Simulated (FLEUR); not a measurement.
A run of FLEUR MaX-R8.1 (later development tree) is set up as follows.

Contents of inp.xml:

```xml
<?xml version="1.0" encoding="UTF-8" standalone="no"?>
<fleurInput fleurInputVersion="0.39">
   <comment>
      Ge                                                                                                  
   </comment>
   <calculationSetup>
      <cutoffs Kmax="3.88" Gmax="12.0" GmaxXC="12.0" numbands="0"/>
      <scfLoop itmax="60" minDistance="0.00001" maxIterBroyd="15" imix="Anderson" alpha="0.05" precondParam="0.0" spinf="2.0" sdNocoIR="T"/>
      <coreElectrons ctail="T" frcor="F" kcrel="0" coretail_lmax="0"/>
      <xcFunctional name="rpbe" relativisticCorrections="F"/>
      <magnetism jspins="1"/>
      <soc l_soc="F" theta="0.0" phi="0.0" spav="F"/>
      <expertModes spex="0" secvar="F"/>
      <geometryOptimization l_f="F" forcealpha="1.0" forcemix="BFGS" epsdisp="0.00001" epsforce="0.00001"/>
      <ldaU l_linMix="F" mixParam="0.05" spinf="1.0"/>
   </calculationSetup>
   <cell>
      <bzIntegration valenceElectrons="44.0" mode="hist" fermiSmearingEnergy="0.00183747">
         <kPointListSelection listName="default-1"/>
         <!-- k-points included here -->
         <xi:include xmlns:xi="http://www.w3.org/2001/XInclude" href="kpts.xml"> </xi:include>
      </bzIntegration>
      <!-- symmetry operations included here -->
      <xi:include xmlns:xi="http://www.w3.org/2001/XInclude" href="sym.xml"> </xi:include>
      <bulkLattice scale="1.0">
         <bravaisMatrix>
            <row-1>    0.0000000000000000     5.3458651311421859     5.3458651311421859</row-1>
            <row-2>    5.3458651311421859     0.0000000000000000     5.3458651311421859</row-2>
            <row-3>    5.3458651311421859     5.3458651311421859     0.0000000000000000</row-3>
         </bravaisMatrix>
      </bulkLattice>
   </cell>
   <atomSpecies>
      <species name="Germanium (Ge)" element="Ge" atomicNumber="32">
         <mtSphere radius="2.14" gridPoints="707" logIncrement="0.017"/>
         <atomicCutoffs lmax="9" lnonsphr="7"/>
         <electronConfig flipSpins="F">
            <coreConfig>(1s1/2) (2s1/2) (2p1/2) (2p3/2)</coreConfig>
            <valenceConfig>(3s1/2) (3p1/2) (3p3/2) (4s1/2) (3d3/2) (3d5/2) (4p1/2) (4p3/2)</valenceConfig>
            <stateOccupation state="(4p1/2)" spinUp="0.333333" spinDown="0.333333"/>
            <stateOccupation state="(4p3/2)" spinUp="0.666667" spinDown="0.666667"/>
         </electronConfig>
         <energyParameters s="4" p="4" d="3" f="4"/>
         <lo type="SCLO" l="0" n="3" eDeriv="0"/>
         <lo type="SCLO" l="1" n="3" eDeriv="0"/>
         <lo type="SCLO" l="1" n="3" eDeriv="1"/>
         <lo type="HELO" l="2" n="4" eDeriv="0"/>
         <lo type="HELO" l="2" n="4" eDeriv="1"/>
         <lo type="SCLO" l="3" n="4" eDeriv="2"/>
      </species>
   </atomSpecies>
   <atomGroups>
      <atomGroup species="Germanium (Ge)">
         <relPos label="                   1">-3.000/8.000 -3.000/8.000 -3.000/8.000</relPos>
         <relPos label="                   2">3.000/8.000 3.000/8.000 3.000/8.000</relPos>
         <force calculate="T" relaxXYZ="TTT"/>
      </atomGroup>
   </atomGroups>
   <output dos="F" band="F" slice="F">
      <checks vchk="F" cdinf="F"/>
      <bandDOS minEnergy="-.5*Htr" maxEnergy="0.5*Htr" sigma="0.015" storeEVData="T"/>
      <vacuumDOS vacdos="F" integ="F" star="F" nstars="0" locx1="0.0" locy1="0.0" locx2="0.0" locy2="0.0" nstm="0" tworkf="0.0"/>
      <unfoldingBand unfoldBand="F" supercellX="1" supercellY="1" supercellZ="1"/>
      <plotting iplot="0" polar="F">
         <plot TwoD="T" vec1="  1.0  0.0  0.0" vec2="  0.0  1.0  0.0" vec3="  0.0  0.0  1.0" zero="  0.0  0.0  0.0" file="plot"/>
      </plotting>
      <chargeDensitySlicing numkpt="0" minEigenval="0.0" maxEigenval="0.0" nnne="0" pallst="F"/>
      <specialOutput eonly="F"/>
      <moessbauerParams electricFieldGradient="T" isomerShift="T" coreHyperfine="T" valenceHyperfine="T"/>
      <magneticCircularDichroism mcd="F" energyLo="-10.0" energyUp="0.0"/>
   </output>
  <!-- We include the file relax.xml here to enable relaxations (see documentation) -->
  <xi:include xmlns:xi="http://www.w3.org/2001/XInclude" href="relax.xml"> <xi:fallback/> </xi:include>
</fleurInput>
```

File crystal.txt:

```
Ge
&input cartesian=F /
0.0000000000  2.8289100000  2.8289100000
2.8289100000  0.0000000000  2.8289100000
2.8289100000  2.8289100000  0.0000000000
1.8897261246
1.0 1.0 1.0

2
32 0.7500000000  0.7500000000  0.7500000000
32 0.5000000000  0.5000000000  0.5000000000

&kpt div1=8 div2=8 div3=8 gamma=T /
```

The input inp.xml (bands):

```
<?xml version="1.0" encoding="UTF-8" standalone="no"?>
<fleurInput fleurInputVersion="0.39">
   <comment>
      Ge                                                                                                  
   </comment>
   <calculationSetup>
      <cutoffs Kmax="3.88" Gmax="12.0" GmaxXC="12.0" numbands="0"/>
      <scfLoop itmax="60" minDistance="0.00001" maxIterBroyd="15" imix="Anderson" alpha="0.05" precondParam="0.0" spinf="2.0" sdNocoIR="T"/>
      <coreElectrons ctail="T" frcor="F" kcrel="0" coretail_lmax="0"/>
      <xcFunctional name="rpbe" relativisticCorrections="F"/>
      <magnetism jspins="1"/>
      <soc l_soc="F" theta="0.0" phi="0.0" spav="F"/>
      <expertModes spex="0" secvar="F"/>
      <geometryOptimization l_f="F" forcealpha="1.0" forcemix="BFGS" epsdisp="0.00001" epsforce="0.00001"/>
      <ldaU l_linMix="F" mixParam="0.05" spinf="1.0"/>
   </calculationSetup>
   <cell>
      <bzIntegration valenceElectrons="44.0" mode="hist" fermiSmearingEnergy="0.00183747">
         <kPointListSelection listName="path-1"/>
         <!-- k-points included here -->
         <xi:include xmlns:xi="http://www.w3.org/2001/XInclude" href="kpts.xml"> </xi:include>
      </bzIntegration>
      <!-- symmetry operations included here -->
      <xi:include xmlns:xi="http://www.w3.org/2001/XInclude" href="sym.xml"> </xi:include>
      <bulkLattice scale="1.0">
         <bravaisMatrix>
            <row-1>    0.0000000000000000     5.3458651311421859     5.3458651311421859</row-1>
            <row-2>    5.3458651311421859     0.0000000000000000     5.3458651311421859</row-2>
            <row-3>    5.3458651311421859     5.3458651311421859     0.0000000000000000</row-3>
         </bravaisMatrix>
      </bulkLattice>
   </cell>
   <atomSpecies>
      <species name="Germanium (Ge)" element="Ge" atomicNumber="32">
         <mtSphere radius="2.14" gridPoints="707" logIncrement="0.017"/>
         <atomicCutoffs lmax="9" lnonsphr="7"/>
         <electronConfig flipSpins="F">
            <coreConfig>(1s1/2) (2s1/2) (2p1/2) (2p3/2)</coreConfig>
            <valenceConfig>(3s1/2) (3p1/2) (3p3/2) (4s1/2) (3d3/2) (3d5/2) (4p1/2) (4p3/2)</valenceConfig>
            <stateOccupation state="(4p1/2)" spinUp="0.333333" spinDown="0.333333"/>
            <stateOccupation state="(4p3/2)" spinUp="0.666667" spinDown="0.666667"/>
         </electronConfig>
         <energyParameters s="4" p="4" d="3" f="4"/>
         <lo type="SCLO" l="0" n="3" eDeriv="0"/>
         <lo type="SCLO" l="1" n="3" eDeriv="0"/>
         <lo type="SCLO" l="1" n="3" eDeriv="1"/>
         <lo type="HELO" l="2" n="4" eDeriv="0"/>
         <lo type="HELO" l="2" n="4" eDeriv="1"/>
         <lo type="SCLO" l="3" n="4" eDeriv="2"/>
      </species>
   </atomSpecies>
   <atomGroups>
      <atomGroup species="Germanium (Ge)">
         <relPos label="                   1">-3.000/8.000 -3.000/8.000 -3.000/8.000</relPos>
         <relPos label="                   2">3.000/8.000 3.000/8.000 3.000/8.000</relPos>
         <force calculate="T" relaxXYZ="TTT"/>
      </atomGroup>
   </atomGroups>
   <output dos="F" band="T" slice="F">
      <checks vchk="F" cdinf="F"/>
      <bandDOS minEnergy="-.5*Htr" maxEnergy="0.5*Htr" sigma="0.015" storeEVData="T"/>
      <vacuumDOS vacdos="F" integ="F" star="F" nstars="0" locx1="0.0" locy1="0.0" locx2="0.0" locy2="0.0" nstm="0" tworkf="0.0"/>
      <unfoldingBand unfoldBand="F" supercellX="1" supercellY="1" supercellZ="1"/>
      <plotting iplot="0" polar="F">
         <plot TwoD="T" vec1="  1.0  0.0  0.0" vec2="  0.0  1.0  0.0" vec3="  0.0  0.0  1.0" zero="  0.0  0.0  0.0" file="plot"/>
      </plotting>
      <chargeDensitySlicing numkpt="0" minEigenval="0.0" maxEigenval="0.0" nnne="0" pallst="F"/>
      <specialOutput eonly="F"/>
      <moessbauerParams electricFieldGradient="T" isomerShift="T" coreHyperfine="T" valenceHyperfine="T"/>
      <magneticCircularDichroism mcd="F" energyLo="-10.0" energyUp="0.0"/>
   </output>
  <!-- We include the file relax.xml here to enable relaxations (see documentation) -->
  <xi:include xmlns:xi="http://www.w3.org/2001/XInclude" href="relax.xml"> <xi:fallback/> </xi:include>
</fleurInput>
```

Potentials or basis: all-electron, FLAPW.

Launch:

```console
$ inpgen -f crystal.txt -profile fastHighL
$ # inp.xml edited to the form shown
$ fleur_MPI
$ fleur_MPI   # second run, on inp.xml (bands)
```

(1) Predict the band gap on the k mesh.

(2) What does it give for the band gap along the path?

Answers

(1) 0.13 eV, direct.

(2) 0.13 eV, direct.

**Experimental background.**

From “Electronic and optical properties of SixGe1-x-ySny alloys lattice-matched to Ge”, 2021, arxiv:2109.02782, for a bulk crystal of Ge at 293 K: band gap 0.666 eV (indirect).

Measured gap of Ge: 0.666 eV (indirect; 293 K; “Electronic and optical properties of SixGe1-x-ySny alloys lattice-matched to Ge”, 2021, arxiv:2109.02782). This calculation gives 0.13 eV (-0.54 eV). 3 values of this kind are on record (0.666 to 0.807 eV); this one was drawn at random among those near their median. Spin-orbit coupling on Ge is left out. The value is that of revPBE, without temperature or zero-point motion. Semilocal functionals fall short of measured gaps as a rule.
